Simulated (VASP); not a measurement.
GaAs (rocksalt): gaps by functional in VASP

```
CELL_PARAMETERS angstrom
0.00000 2.66452 2.66452
2.66452 0.00000 2.66452
2.66452 2.66452 0.00000
ATOMIC_POSITIONS crystal
Ga 0.00000 0.00000 0.00000
As 0.50000 0.50000 0.50000
```

All runs share this cell. Band v is the last that the valence electrons fill when counted band by band, and c is the next. A negative gap between them is a band overlap, as in a metal.

```json
{"level": "PBE", "gap (eV)": "-3.24", "least direct gap (eV)": "0.00", "pressure (GPa)": "3.0"}
{"level": "r²SCAN", "gap (eV)": "-3.36", "least direct gap (eV)": "0.00", "pressure (GPa)": "0.0"}
{"level": "LDA", "gap (eV)": "-3.23", "least direct gap (eV)": "0.00", "pressure (GPa)": "-2.8"}
{"level": "PBEsol", "gap (eV)": "-3.26", "least direct gap (eV)": "0.00", "pressure (GPa)": "-0.8"}
{"level": "PBE with spin–orbit coupling", "gap (eV)": "-3.16", "least direct gap (eV)": "0.04", "pressure (GPa)": "–"}
```
